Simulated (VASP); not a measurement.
# WC (I4/mmm) in VASP: notebook

Runs on WC. Level: LDA. Tasks: single point.

All numbers are computed with VASP 6.6.1; they aren't measurements. Logs are shortened: lines on timing, memory, paths and dates and some standing lists are left out, and cuts for length are marked.

### Step 1. The cell of the first run

Symmetry: I4/mmm, No. 139, tetragonal system. The conventional cell has a = 3.101 Å, b = 3.101 Å, c = 4.166 Å, α = 90.00°, β = 90.00°, γ = 90.00°. W (site symmetry 4/mmm) has 6 C at 2.08 to 2.19 Å as nearest neighbours. Around C (site symmetry 4/mmm) lie 6 W at 2.08 to 2.19 Å.

Measurements of this composition are mostly on another form, of space group No. 187.

### Step 2. Single point, LDA (strain +0.000 along x and y, -0.050 along z, atoms carried along)

Contents of INCAR:

```
  PREC = Accurate
  ENCUT = 520
  EDIFF = 1E-6
  ISMEAR = 0
  SIGMA = 0.15
  LREAL = F
  LASPH = T
  NELM = 100
  ALGO = Fast
  ISIF = 2
  LWAVE = F
  LCHARG = F
  GGA = CA
  NBANDS = 16
```

Contents of KPOINTS:

```
Automatic mesh
0
Gamma
  18 18 18
```

Contents of POSCAR:

```
WC
1.0
    0.0000000000      2.1926840000      2.0830498000
    2.1926840000      0.0000000000      2.0830498000
    2.1926840000      2.1926840000      0.0000000000
W C
1 1
Direct
    0.0000000000      0.0000000000      0.0000000000
    0.5000000000      0.5000000000      0.5000000000
```

Potentials or basis: VASP PAW LDA potentials, release 64 (W_sv, C).

Command:

```console
$ cat potpaw_LDA.64/W_sv/POTCAR potpaw_LDA.64/C/POTCAR > POTCAR
$ mpirun -np 1 vasp_std > vasp.out
```

OUTCAR:

```text
PREC = Accurate
   ENCUT = 520
   EDIFF = 1E-6
   ISMEAR = 0
   LREAL = F
   LASPH = T
   NELM = 100
   ISIF = 2
   GGA = CA

 ion  position               nearest neighbor table
   1  0.000  0.000  0.000-   2 2.08   2 2.08   2 2.19   2 2.19   2 2.19   2 2.19
   2  0.500  0.500  0.500-   1 2.08   1 2.08   1 2.19   1 2.19   1 2.19   1 2.19

  LATTYP: Found a body centered tetragonal cell.
 ALAT       =     3.1009234508
 C/A-ratio  =     1.3435028843

  Lattice vectors:

 A1 = (   0.0000000000,  -2.1926840000,  -2.0830498000)
 A2 = (   0.0000000000,   2.1926840000,  -2.0830498000)
 A3 = (   2.1926840000,   0.0000000000,   2.0830498000)

Analysis of symmetry for initial positions (statically):
=====================================================================
 Subroutine PRICEL returns:
 Original cell was already a primitive cell.

 Routine SETGRP: Setting up the symmetry group for a
 body centered tetragonal supercell.

 Subroutine GETGRP returns: Found 16 space group operations
 (whereof 16 operations were pure point group operations)
 out of a pool of 16 trial point group operations.

The static configuration has the point symmetry D_4h.

Analysis of symmetry for dynamics (positions and initial velocities):
=====================================================================
 Subroutine PRICEL returns:
 Original cell was already a primitive cell.

 Routine SETGRP: Setting up the symmetry group for a
 body centered tetragonal supercell.

 Subroutine GETGRP returns: Found 16 space group operations
 (whereof 16 operations were pure point group operations)
 out of a pool of 16 trial point group operations.

The dynamic configuration has the point symmetry D_4h.

 Subroutine INISYM returns: Found 16 space group operations
 (whereof 16 operations are pure point group operations),
 and found     1 'primitive' translations

----------------------------------------------------------------------------------------

                                     Primitive cell

  volume of cell :      20.0300

  direct lattice vectors                    reciprocal lattice vectors
     0.000000000  2.192684000  2.083049800    -0.228031034  0.228031034  0.240032667
     2.192684000  0.000000000  2.083049800     0.228031034 -0.228031034  0.240032667
     2.192684000  2.192684000  0.000000000     0.228031034  0.228031034 -0.240032667

  length of vectors
     3.024394087  3.024394087  3.100923451     0.402009933  0.402009933  0.402009933

  position of ions in fractional coordinates (direct lattice)
     0.000000000  0.000000000  0.000000000
     0.500000000  0.500000000  0.500000000

  ion indices of the primitive-cell ions
   primitive index   ion index
                 1           1
                 2           2

----------------------------------------------------------------------------------------

 KPOINTS: Automatic mesh

Automatic generation of k-mesh.
 Grid dimensions read from file:
 generate k-points for:   18   18   18

 Generating k-lattice:

  Cartesian coordinates                     Fractional coordinates (reciprocal lattice)
    -0.012668391  0.012668391  0.013335148     0.055555556  0.000000000  0.000000000
     0.012668391 -0.012668391  0.013335148     0.000000000  0.055555556  0.000000000
     0.012668391  0.012668391 -0.013335148    -0.000000000 -0.000000000  0.055555556

  Length of vectors
     0.022333885  0.022333885  0.022333885

  Shift w.r.t. Gamma in fractional coordinates (k-lattice)
     0.000000000  0.000000000  0.000000000

 Subroutine IBZKPT returns following result:
 ===========================================

 Found    480 irreducible k-points:

 Following reciprocal coordinates:
            Coordinates               Weight
  0.000000  0.000000  0.000000      1.000000
  0.055556  0.000000  0.000000      8.000000
  0.111111  0.000000  0.000000      8.000000
  0.166667  0.000000  0.000000      8.000000
  0.222222  0.000000  0.000000      8.000000
  0.277778  0.000000  0.000000      8.000000
[... 16 lines left out ...]
 -0.277778  0.055556  0.000000      8.000000
 -0.222222  0.055556  0.000000      8.000000
 [... further k-points ...]
   k-points           NKPTS =    480   k-points in BZ     NKDIM =    480   number of bands    NBANDS=     16
   number of dos      NEDOS =    301   number of ions     NIONS =      2
   total plane-waves  NPLWV =  13824
   dimension x,y,z NGX =    24 NGY =   24 NGZ =   24
   dimension x,y,z NGXF=    48 NGYF=   48 NGZF=   48
   ions per type =               1   1
   NGX,Y,Z   is equivalent  to a cutoff of  13.19, 13.19, 12.87 a.u.
   NGXF,Y,Z  is equivalent  to a cutoff of  26.38, 26.38, 25.73 a.u.
 SYSTEM =  unknown system
   PREC   = accura    normal or accurate (medium, high low for compatibility)
   ISTART =      0    job   : 0-new  1-cont  2-samecut
   ICHARG =      2    charge: 1-file 2-atom 10-const
   ISPIN  =      1    spin polarized calculation?
   LNONCOLLINEAR =      F non collinear calculations
   LSORBIT =      F    spin-orbit coupling
   LASPH  =      T    aspherical Exc in radial PAW
   ENCUT  =  520.0 eV  38.22 Ry    6.18 a.u.   5.62  5.62  5.77*2*pi/ulx,y,z
   NELM   =    100;   NELMIN=  2; NELMDL= -5     # of ELM steps
   EDIFF  = 0.1E-05   stopping-criterion for ELM
   LREAL  =      F    real-space projection
   EDIFFG = 0.1E-04   stopping-criterion for IOM
   NSW    =      0    number of steps for IOM
   IBRION =     -1    ionic relax: 0-MD 1-quasi-New 2-CG
   NFREE  =      0    steps in history (QN), initial steepest desc. (CG)
   ISIF   =      2    stress and relaxation
   ISYM   =      2    0-nonsym 1-usesym 2-fastsym
   POTIM  = 0.5000    time-step for ionic-motion
   TEBEG  =    0.0;   TEEND  =   0.0 temperature during run
   PSTRESS=    0.0 pullay stress
   NELECT =      18.0000    total number of electrons
   NUPDOWN=      -1.0000    fix difference up-down
   EMIN   =  10.00;   EMAX   =-10.00  energy-range for DOS
   EFERMI =   0.00;   METHOD = LEGACY
   ISMEAR =     0;   SIGMA  =   0.15  broadening in eV -4-tet -1-fermi 0-gaus
   EFERMI_NEDOS =   21; number of points for ismear=-14 and -15
   IALGO  =     68    algorithm
   IMIX   =      4    mixing-type and parameters
     AMIX     =   0.40;   BMIX     =  1.00
     AMIX_MAG =   1.60;   BMIX_MAG =  1.00
  volume/ion in A,a.u.               =      10.02        67.58
  Fermi-wavevector in a.u.,A,eV,Ry     =   1.579811  2.985410 33.957451  2.495802
  Thomas-Fermi vector in A             =   2.680134
   LORBIT       =      0    0 simple, 1 ext, 2 COOP (PROOUT), +10 PAW based schemes
   GGA     = CA    functional components
   LHFCALC =     F    Hartree Fock is set to
   AEXX    =    0.0000 exact exchange contribution
   IVDW    =     0    specifies the selected vdW correction
   LEPSILON=     F    determine dielectric tensor
   LRPA    =     F    only Hartree local field effects (RPA)
 non-spin polarized calculation
 RMM-DIIS sequential band-by-band and
 Gauss-broadening in eV      SIGMA  =   0.15
  energy-cutoff  :      520.00
  volume of cell :       20.03
 maximum number of plane-waves:       556
   NGX = 11   NGY = 11   NGZ = 11

 number of electron      17.9999998 magnetization

 Free energy of the ion-electron system (eV)
  ---------------------------------------------------
  ext. energy  EPLUGINS =         0.00000000
  ---------------------------------------------------
  free energy    TOTEN  =       -23.72816266 eV

  energy without entropy =      -23.71819852  energy(sigma->0) =      -23.72318059

 E-fermi :  13.0646     XC(G=0): -14.1737

 val. band max:       13.0591214989   @ k =  -0.2778   0.3889   0.1667
 cond. band min:      13.0730513668   @ k =   0.2778   0.0000   0.2778
 fundamental gap:      0.0139298679
 Fermi energy:        13.0645868185

 k-point     1 :       0.0000    0.0000    0.0000
  band No.  band energies     occupation
      1     -61.8251      2.00000
      2     -26.0918      2.00000
      3     -26.0689      2.00000
      4     -26.0689      2.00000
      5      -2.9794      2.00000
      6       9.9347      2.00000
[... 8 lines left out ...]
     15      22.7949      0.00000
     16      36.4482      0.00000

 k-point     2 :       0.0556    0.0000    0.0000
  band No.  band energies     occupation
      1     -61.8236      2.00000
      2     -26.1065      2.00000
      3     -26.0788      2.00000
      4     -26.0722      2.00000
      5      -2.8850      2.00000
      6       9.7022      2.00000
[... 8 lines left out ...]
     15      23.0175      0.00000
     16      35.6362      0.00000

 k-point     3 :       0.1111    0.0000    0.0000
  band No.  band energies     occupation
      1     -61.8193      2.00000
      2     -26.1688      2.00000
      3     -26.0871      2.00000
      4     -26.0817      2.00000
      5      -2.6076      2.00000
      6       9.0090      2.00000
[... 8 lines left out ...]
     15      23.6430      0.00000
     16      33.8693      0.00000

 k-point     4 :       0.1667    0.0000    0.0000
  band No.  band energies     occupation
      1     -61.8127      2.00000
      2     -26.2683      2.00000
      3     -26.0963      2.00000
      4     -26.0944      2.00000
      5      -2.1636      2.00000
      6       8.0982      2.00000
[... 8 lines left out ...]
     15      24.5281      0.00000
     16      32.0959      0.00000
[... 324 lines left out ...]
 k-point    22 :      -0.3333    0.0556    0.0000
  band No.  band energies     occupation
      1     -61.7850      2.00000
      2     -26.6517      2.00000
      3     -26.1506      2.00000
      4     -26.1498      2.00000
      5       0.1101      2.00000
      6       4.8940      2.00000
[... 8 lines left out ...]
     15      26.5049      0.00000
     16      27.7722      0.00000

 k-point    23 :      -0.2778    0.0556    0.0000
  band No.  band energies     occupation
      1     -61.7928      2.00000
      2     -26.5417      2.00000
      3     -26.1455      2.00000
      4     -26.1309      2.00000
      5      -0.6547      2.00000
      6       5.7786      2.00000
[... 8 lines left out ...]
     15      26.1066      0.00000
     16      28.6224      0.00000

 k-point    24 :      -0.2222    0.0556    0.0000
  band No.  band energies     occupation
      1     -61.8013      2.00000
      2     -26.4186      2.00000
      3     -26.1377      2.00000
      4     -26.1116      2.00000
      5      -1.3562      2.00000
      6       6.7119      2.00000
[... 8 lines left out ...]
     15      25.6976      0.00000
     16      29.2694      0.00000

 [... further k-points ...]

------------------------ aborting loop because EDIFF is reached ----------------------------------------

  FORCE on cell =-STRESS in cart. coord.  units (eV):
  Direction    XX          YY          ZZ          XY          YZ          ZX
  --------------------------------------------------------------------------------------
  -------------------------------------------------------------------------------------
  Total       -0.6136427     -0.6136427      4.3124502      0.0000000      0.0000000      0.0000000
  in kB      -49.0845056    -49.0845056    344.9474448      0.0000000      0.0000000      0.0000000
  external PRESSURE =      82.2594779 kB  Pullay stress =       0.0000000 kB

 VOLUME and BASIS-vectors are now :
 -----------------------------------------------------------------------------
  energy-cutoff  :      520.00
  volume of cell :       20.03
      direct lattice vectors                 reciprocal lattice vectors
     0.000000000  2.192684000  2.083049800    -0.228031034  0.228031034  0.240032667
     2.192684000  0.000000000  2.083049800     0.228031034 -0.228031034  0.240032667
     2.192684000  2.192684000  0.000000000     0.228031034  0.228031034 -0.240032667

 POSITION                                       TOTAL-FORCE (eV/Angst)
 -----------------------------------------------------------------------------------
      0.00000      0.00000      0.00000         0.000000     -0.000000      0.000000
      2.19268      2.19268      2.08305         0.000000      0.000000     -0.000000
 -----------------------------------------------------------------------------------
    total drift:                                0.000000     -0.000000     -0.000000

  FREE ENERGIE OF THE ION-ELECTRON SYSTEM (eV)
  ---------------------------------------------------
  free  energy   TOTEN  =       -23.7281626617 eV

  energy  without entropy=      -23.7181985164  energy(sigma->0) =      -23.72318059
```

Wall time 49 s (1 thread of Intel Xeon 6975P-C (Granite Rapids), shared host); peak memory 0.26 GiB.

Results:

```
Free energy            : -23.7282 eV
Pressure               : 8.2 GPa
Band gap on the k mesh : none (metal or under the smearing width)
```

Spin-orbit coupling is left out, which matters for the levels of W.

### Step 3. Single point, LDA (strain -0.050 along x and y, +0.050 along z, atoms carried along)

Edit INCAR of step 2 so:

```diff
@@ -2,3 +2,3 @@
   ENCUT = 520
-  EDIFF = 1E-6
+  EDIFF = 1E-7
   ISMEAR = 0
@@ -12,3 +12,2 @@
   LCHARG = F
-  GGA = CA
   NBANDS = 16
```

KPOINTS is that of step 2.

Contents of POSCAR:

```
WC
1.0
    0.0000000000      2.0830498000      2.3023182000
    2.0830498000      0.0000000000      2.3023182000
    2.0830498000      2.0830498000      0.0000000000
W C
1 1
Direct
    0.0000000000      0.0000000000      0.0000000000
    0.5000000000      0.5000000000      0.5000000000
```

Potentials or basis: VASP PAW LDA potentials, release 64 (W_sv, C).

Command:

```console
$ cat potpaw_LDA.64/W_sv/POTCAR potpaw_LDA.64/C/POTCAR > POTCAR
$ mpirun -np 1 vasp_std > vasp.out
```

OUTCAR:

```text
PREC = Accurate
   ENCUT = 520
   EDIFF = 1E-7
   ISMEAR = 0
   LREAL = F
   LASPH = T
   NELM = 100
   ISIF = 2

 ion  position               nearest neighbor table
   1  0.000  0.000  0.000-   2 2.08   2 2.08   2 2.08   2 2.08   2 2.30   2 2.30
   2  0.500  0.500  0.500-   1 2.08   1 2.08   1 2.08   1 2.08   1 2.30   1 2.30

  LATTYP: Found a body centered tetragonal cell.
 ALAT       =     2.9458772783
 C/A-ratio  =     1.5630781479

  Lattice vectors:

 A1 = (  -2.0830498000,   0.0000000000,   2.3023182000)
 A2 = (   2.0830498000,   0.0000000000,   2.3023182000)
 A3 = (   0.0000000000,   2.0830498000,  -2.3023182000)

Analysis of symmetry for initial positions (statically):
=====================================================================
 Subroutine PRICEL returns:
 Original cell was already a primitive cell.

 Routine SETGRP: Setting up the symmetry group for a
 body centered tetragonal supercell.

 Subroutine GETGRP returns: Found 16 space group operations
 (whereof 16 operations were pure point group operations)
 out of a pool of 16 trial point group operations.
[... 162 lines left out ...]

  energy without entropy =      -23.53793345  energy(sigma->0) =      -23.54336564

 E-fermi :  13.0870     XC(G=0): -14.1748

 val. band max:       13.0859175645   @ k =   0.2778   0.1667   0.0000
 cond. band min:      13.0881942758   @ k =   0.3333  -0.0000   0.2778
 fundamental gap:      0.0022767113
 Fermi energy:        13.0869769574

 k-point     1 :       0.0000    0.0000    0.0000
  band No.  band energies     occupation
      1     -61.7540      2.00000
      2     -26.0175      2.00000
      3     -26.0175      2.00000
      4     -26.0130      2.00000
      5      -2.9808      2.00000
      6       9.3144      2.00000
[... 433 lines left out ...]
      3     -26.0857      2.00000
      4     -26.0152      2.00000
      5      -1.1699      2.00000
      6       6.6942      2.00000
[... 8 lines left out ...]
     15      25.7575      0.00000
     16      30.5286      0.00000

 [... further k-points ...]

------------------------ aborting loop because EDIFF is reached ----------------------------------------

  FORCE on cell =-STRESS in cart. coord.  units (eV):
  Direction    XX          YY          ZZ          XY          YZ          ZX
  --------------------------------------------------------------------------------------
  -------------------------------------------------------------------------------------
  Total        4.3379580      4.3379580     -2.8830034      0.0000000      0.0000000     -0.0000000
  in kB      347.8574211    347.8574211   -231.1857627      0.0000000      0.0000000     -0.0000000
  external PRESSURE =     154.8430265 kB  Pullay stress =       0.0000000 kB

 VOLUME and BASIS-vectors are now :
 -----------------------------------------------------------------------------
  energy-cutoff  :      520.00
  volume of cell :       19.98
      direct lattice vectors                 reciprocal lattice vectors
     0.000000000  2.083049800  2.302318200    -0.240032667  0.240032667  0.217172413
     2.083049800  0.000000000  2.302318200     0.240032667 -0.240032667  0.217172413
     2.083049800  2.083049800  0.000000000     0.240032667  0.240032667 -0.217172413

 POSITION                                       TOTAL-FORCE (eV/Angst)
 -----------------------------------------------------------------------------------
      0.00000      0.00000      0.00000         0.000000     -0.000000      0.000000
      2.08305      2.08305      2.30232        -0.000000      0.000000     -0.000000
 -----------------------------------------------------------------------------------
    total drift:                                0.000000     -0.000000     -0.000000

  FREE ENERGIE OF THE ION-ELECTRON SYSTEM (eV)
  ---------------------------------------------------
  free  energy   TOTEN  =       -23.5487978290 eV

  energy  without entropy=      -23.5379334452  energy(sigma->0) =      -23.54336564
```

It took 59 s on 1 thread of Intel Xeon 6975P-C (Granite Rapids), shared host; peak memory 0.26 GiB.

What came out:

| Quantity | Value |
| --- | --- |
| Free energy | -23.5488 eV |
| Pressure | 15.5 GPa |
| Band gap on the k mesh | none (metal or under the smearing width) |

Stress tensor (GPa, compression positive):
```
 34.79   0.00   0.00
  0.00  34.79   0.00
  0.00   0.00 -23.12
```

Caveat: so large a pressure means that the cell lies far from this level's equilibrium, or that cutoff or potentials fall short.
